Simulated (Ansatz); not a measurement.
Al2O3:

```xyz
10
Lattice="4.6138 0.0000 0.0000 0.0000 9.5633 0.0000 0.0000 0.0000 3.1199" Properties=species:S:1:pos:R:3 pbc="T T T"
Al    4.5352    7.8856    0.0000
Al    0.0785    1.6777    0.0000
Al    2.2283    6.4593    1.5599
Al    2.3854    3.1040    1.5599
O     2.3069    4.7816    1.5599
O     0.5704    7.2016    1.5599
O     1.7365    2.4200    0.0000
O     2.8773    7.1433    0.0000
O     0.0000    0.0000    0.0000
O     4.0434    2.3617    1.5599
```

Measurements of this composition are mostly on another form, of space group No. 167.

- Program: Ansatz 0.2.0
- Task: relaxation of cell and atoms
- Functional: LDA
- Potentials or basis: Ansatz PAW
- Cutoff: 420 eV (not typed: the program's choice for these potentials)
- k mesh: 6 × 3 × 9
- Occupations: fermi-dirac, width 0.05 eV
- Spin: no spin polarisation

At the start: volume 13.77 Å³/atom.

Q: Where does the relaxation end?

A: It ends after 14 steps and the volume is 13.08 Å³/atom (-5.0 %); space group Pnnm (No. 58, to 0.05 Å).

Step by step:
```csv
step,energy change (eV),largest force (eV/Å),volume (Å³)
1,0.0000,0.2027,137.66
2,-0.1519,0.1517,135.23
3,-0.2632,0.0937,132.51
4,-0.2822,0.0633,132.72
5,-0.3004,0.1822,133.94
6,-0.3177,0.0819,132.81
7,-0.3265,0.0504,131.81
8,-0.3281,0.0308,131.62
9,-0.3294,0.0055,131.41
10,-0.3297,0.0040,131.36
11,-0.3107,0.0037,131.36
12,-0.3139,0.0234,130.76
13,-0.3139,0.0073,130.78
14,-0.3113,0.0074,130.78
```

Final structure:
```xyz
10
Lattice="4.5926 0.0000 0.0000 0.0000 9.5729 0.0000 0.0000 0.0000 2.9746" Properties=species:S:1:pos:R:3 pbc="T T T"
Al    4.9878    7.9551    0.0000
Al   -0.3952    1.6178    0.0000
Al    2.6915    6.4043    1.4873
Al    1.9011    3.1686    1.4873
O     2.2963    4.7865    1.4873
O     1.2325    7.4408    1.4873
O     1.0639    2.6543    0.0000
O     3.5288    6.9186    0.0000
O     0.0000    0.0000    0.0000
O     3.3602    2.1321    1.4873
```

Caveat: the plane-wave basis is chosen anew once the cell has moved, so the energies of steps on either side of that aren't comparable; the pressure holds a Pulay correction of +0.7 GPa for the finite cutoff; the PAW data sets come from PBE, with cores solved anew for the run's functional, which leaves a small shift of forces and pressure.
